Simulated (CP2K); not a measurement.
Write the native input for CP2K 2026.2 that does the following.

```yaml
Task: single point
Functional: PBE
Potentials_or_basis: POTENTIAL_UZH Sb GTH-SCAN-q5; DZVP-MOLOPT-SR-GTH basis
Density_cutoff: 6123 eV
k_mesh: 8 × 8 × 8
Occupations: fermi-dirac, width 0.05 eV
Spin: no spin polarisation
SCF_solver: diagonalisation with k points
Quickstep_method: GPW
EPS_DEFAULT: 1.0E-9
EPS_SCF: 1.0E-6
MAX_SCF: 100
SCF_GUESS: ATOMIC
k_points_reduced_by_the_point_group: yes
Mesh_centred_on_Gamma: yes
CHOLESKY: OFF
EPS_EIGVAL: 1.0E-7
MIXING_METHOD: BROYDEN_MIXING
MIXING_ALPHA: 0.4
NBUFFER: 8
NGRIDS: 5
Basis_sets: Sb DZVP-MOLOPT-SR-GTH-q5
Potentials: Sb GTH-SCAN-q5 of POTENTIAL_UZH
ADDED_MOS: "[8]"
REL_CUTOFF_Ry: 60 Ry
MIXING_BETA_1/bohr: 1.5 1/bohr
CUTOFF_of_the_grids: 450 Ry
```

Sb:

```
Sb
1.0
     3.16000    0.00000    0.00000
     0.00000    3.16000    0.00000
     0.00000    0.00000    3.16000
Sb
1
Direct
  0.00000 0.00000 0.00000
```

This isn't the form of Sb at room conditions, which is rhombohedral.

These files were run (other wordings do the same):

sb_scf.inp

```
&GLOBAL
  PROJECT sb_scf
  RUN_TYPE ENERGY_FORCE
  PRINT_LEVEL LOW
&END GLOBAL
&FORCE_EVAL
  METHOD QS
  STRESS_TENSOR ANALYTICAL
  &DFT
    BASIS_SET_FILE_NAME BASIS_MOLOPT
    POTENTIAL_FILE_NAME POTENTIAL_UZH
    &MGRID
      CUTOFF 450
      REL_CUTOFF 60
      NGRIDS 5
    &END MGRID
    &QS
      METHOD GPW
      EPS_DEFAULT 1.0E-9
    &END QS
    &KPOINTS
      SCHEME MONKHORST-PACK 8 8 8
      GAMMA_CENTERED T
      SYMMETRY T
      SYMMETRY_BACKEND SPGLIB
    &END KPOINTS
    &SCF
      SCF_GUESS ATOMIC
      EPS_SCF 1.0E-6
      MAX_SCF 100
      ADDED_MOS 8
      CHOLESKY OFF
      EPS_EIGVAL 1.0E-7
      &DIAGONALIZATION ON
        ALGORITHM STANDARD
      &END DIAGONALIZATION
      &MIXING ON
        METHOD BROYDEN_MIXING
        ALPHA 0.4
        BETA 1.5
        NBUFFER 8
      &END MIXING
      &SMEAR ON
        METHOD FERMI_DIRAC
        ELECTRONIC_TEMPERATURE 580.23
      &END SMEAR
    &END SCF
    &XC
      &XC_FUNCTIONAL PBE
      &END XC_FUNCTIONAL
    &END XC
    &PRINT
      &KPOINTS ON
      &END KPOINTS
      &MULLIKEN ON
      &END MULLIKEN
      &MO ON
        ENERGIES T
        OCCUPATION_NUMBERS T
        &EACH
          QS_SCF 0
        &END EACH
        ADD_LAST NUMERIC
      &END MO
    &END PRINT
  &END DFT
  &SUBSYS
    &CELL
      ABC 3.1600000000 3.1600000000 3.1600000000
      ALPHA_BETA_GAMMA 90.0000000000 90.0000000000 90.0000000000
      PERIODIC XYZ
    &END CELL
    &COORD
      Sb  0.0000000000 0.0000000000 0.0000000000
    &END COORD
    &KIND Sb
      BASIS_SET DZVP-MOLOPT-SR-GTH-q5
      POTENTIAL GTH-SCAN-q5
    &END KIND
    &PRINT
      &ATOMIC_COORDINATES ON
      &END ATOMIC_COORDINATES
      &CELL ON
      &END CELL
    &END PRINT
  &END SUBSYS
  &PRINT
    &FORCES ON
    &END FORCES
    &STRESS_TENSOR ON
    &END STRESS_TENSOR
  &END PRINT
&END FORCE_EVAL
```

Potentials or basis: POTENTIAL_UZH Sb GTH-SCAN-q5; DZVP-MOLOPT-SR-GTH basis.

The run is started by

```bash
$ OMP_NUM_THREADS=1 cp2k.psmp -i sb_scf.inp -o sb_scf.out
```

It gave:

| Item | Value |
| --- | --- |
| Pressure | -3.6 GPa |
| Band gap on the k mesh | none (metal or under the smearing width) |

Caveat: the potentials were made for another functional, which shifts forces and pressure; the basis of atomic orbitals isn't converged, which shifts pressures, moduli and gaps.

Wall time 4.7 s on 1 thread of Arm Neoverse V2 (shared host), peak memory 0.21 GiB.
